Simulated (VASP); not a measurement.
The system is Ge.

```
Ge
1.0
     3.06144    0.00000    0.00000
    -1.53072    2.65129    0.00000
     0.00000    0.00000    2.86053
Ge
1
Cartesian
  0.0000 0.0000 0.0000
```

The cell was built by a generator and needn't be a form met in nature.

- Program: VASP 6.6.1
- Task: relaxation of cell and atoms
- Functional: PBEsol
- Potentials or basis: VASP PAW PBE potentials, release 64 (Ge_d)
- Cutoff: 600 eV
- k mesh: 6 × 6 × 6
- Occupations: gaussian, width 0.1 eV
- Spin: no spin polarisation

At the start: pressure -10.3 GPa; volume 23.22 Å³/atom.

**Question.** How do energy, volume and symmetry change on relaxing?

**Answer.** Over 6 steps the energy falls by 210.8 meV/atom and the volume is 18.71 Å³/atom (-19.4 %); space group P6/mmm (No. 191, to 0.05 Å).

The path:
```
step  energy change (eV)  largest force (eV/Å)  pressure (GPa)  volume (Å³)
   1              0.0000                0.0000          -10.33        23.22
   2             -0.2039                0.0000            1.93        18.51
   3             -0.2086                0.0000           -1.09        19.01
   4             -0.2085                0.0000           -0.17        18.93
   5             -0.2103                0.0000            0.52        18.62
   6             -0.2108                0.0000           -0.05        18.71
```

Final structure:
```cif
data_structure
_symmetry_space_group_name_H-M 'P 1'
_symmetry_Int_Tables_number 1
_cell_length_a 2.8015
_cell_length_b 2.8015
_cell_length_c 2.7528
_cell_angle_alpha 90.000
_cell_angle_beta 90.000
_cell_angle_gamma 120.000
_cell_volume 18.71
loop_
_atom_site_label
_atom_site_type_symbol
_atom_site_fract_x
_atom_site_fract_y
_atom_site_fract_z
_atom_site_occupancy
Ge1 Ge 0.00000 0.00000 0.00000 1
```

Caveat: the k mesh is coarse (spacing up to 0.39 Å⁻¹), so the values aren't converged; the volume moved by over 15 % at a fixed basis, so the end points are rough; the PAW data sets were made with another functional, which shifts forces and pressure a little.
